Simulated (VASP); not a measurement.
Output of a VASP run:

File OSZICAR:
```
       N       E                     dE             d eps       ncg     rms          rms(c)
DAV:   1     0.631342972099E+02    0.63134E+02   -0.51461E+03  2520   0.321E+02
DAV:   2    -0.473564222453E+01   -0.67870E+02   -0.63448E+02  3184   0.872E+01
DAV:   3    -0.766062012490E+01   -0.29250E+01   -0.28952E+01  3056   0.170E+01
DAV:   4    -0.767370806984E+01   -0.13088E-01   -0.13086E-01  2996   0.119E+00
DAV:   5    -0.767378267858E+01   -0.74609E-04   -0.74608E-04  3020   0.870E-02    0.230E+00
DAV:   6    -0.735939994543E+01    0.31438E+00   -0.62063E-02  3032   0.152E+00    0.153E+00
DAV:   7    -0.731662510052E+01    0.42775E-01   -0.28237E-02  3072   0.709E-01    0.978E-01
DAV:   8    -0.730995038458E+01    0.66747E-02   -0.91698E-03  2964   0.304E-01    0.242E-01
DAV:   9    -0.730967584788E+01    0.27454E-03   -0.49471E-04  2900   0.775E-02    0.849E-02
DAV:  10    -0.730967624844E+01   -0.40056E-06   -0.11181E-04  3096   0.320E-02    0.251E-02
DAV:  11    -0.730966856209E+01    0.76864E-05   -0.11653E-05  2820   0.133E-02    0.184E-02
DAV:  12    -0.730966775141E+01    0.81068E-06   -0.18913E-06  2912   0.539E-03    0.832E-04
DAV:  13    -0.730966776900E+01   -0.17585E-07   -0.21791E-07  2856   0.138E-03
   1 F= -.73096678E+01 E0= -.73096678E+01  d E =-.124913E-26
 imaginary and real dielectric function
```

File OUTCAR:
```
------------------------ aborting loop because EDIFF is reached ----------------------------------------
  FORCE on cell =-STRESS in cart. coord.  units (eV):
  Direction    XX          YY          ZZ          XY          YZ          ZX
  --------------------------------------------------------------------------------------
  Total        0.0094685      0.0094685      0.0094685     -0.0000000      0.0000000     -0.0000000
  in kB        0.2417415      0.2417415      0.2417415     -0.0000000      0.0000000     -0.0000000
  external PRESSURE =       0.2417415 kB  Pullay stress =       0.0000000 kB
  volume of cell :       62.75
      direct lattice vectors                 reciprocal lattice vectors
     3.973875476  0.000000000  0.000000000     0.251643517  0.000000000  0.000000000
     0.000000000  3.973875476  0.000000000     0.000000000  0.251643517  0.000000000
     0.000000000  0.000000000  3.973875476     0.000000000  0.000000000  0.251643517
 POSITION                                       TOTAL-FORCE (eV/Angst)
 -----------------------------------------------------------------------------------
      0.00000      0.00000      0.00000         0.000000      0.000000      0.000000
      1.98694      1.98694      1.98694         0.000000      0.000000      0.000000
 -----------------------------------------------------------------------------------
    total drift:                                0.000000      0.000000      0.000000
  FREE ENERGIE OF THE ION-ELECTRON SYSTEM (eV)
  ---------------------------------------------------
  free  energy   TOTEN  =        -7.3096677690 eV

  energy  without entropy=       -7.3096677690  energy(sigma->0) =       -7.30966777

 plasma frequency squared (from intraband transitions) (eV^2)
  --------------------------------------------------------------------------------------
       0.000       0.000      -0.000
       0.000       0.000       0.000
      -0.000       0.000       0.000

 plasma frequency squared (from interband transitions, int dw w eps(2)(w)) (eV^2)
  --------------------------------------------------------------------------------------
     331.529       0.000      -0.000       0.000      -0.000      -0.000
      -0.000      -0.000     331.529       0.000      -0.000       0.000
      -0.000       0.000      -0.000      -0.000     331.529       0.000
```
(Selected blocks of OUTCAR.)

File POSCAR:
```
CsCl
1
    3.9738754760     0.0000000000     0.0000000000
    0.0000000000     3.9738754760     0.0000000000
    0.0000000000     0.0000000000     3.9738754760
Cs Cl
1 1
Direct
  0.0000000000   0.0000000000   0.0000000000
  0.5000000000   0.5000000000   0.5000000000
```

**Question.** Reconstruct the remaining input files.

**Answer.** One answer among several that fit: the input of the run itself, LDA (Ceperley-Alder, Perdew-Zunger), plane waves, VASP's LDA PAW potentials (set 64).

**KPOINTS**
```
kpoints
0
gamma
  9 9 9
```

INCAR:
```
SYSTEM = CsCl
PREC = Accurate
ENCUT = 400
EDIFF = 1E-7
NELM = 100
ALGO = Normal
LREAL = .FALSE.
LASPH = .TRUE.
ISMEAR = 0
SIGMA = 0.01
LMAXMIX = 4
LWAVE = .FALSE.
LCHARG = .FALSE.
LOPTICS = .TRUE.
NBANDS = 36
NEDOS = 1001
CSHIFT = 0.1
```

POTCAR, in this order: Cs_sv Cl (LDA.64 set). Program: vasp_std.

The compound is CsCl in the CsCl type structure. It was relaxed first, which changed the volume by -10 %.
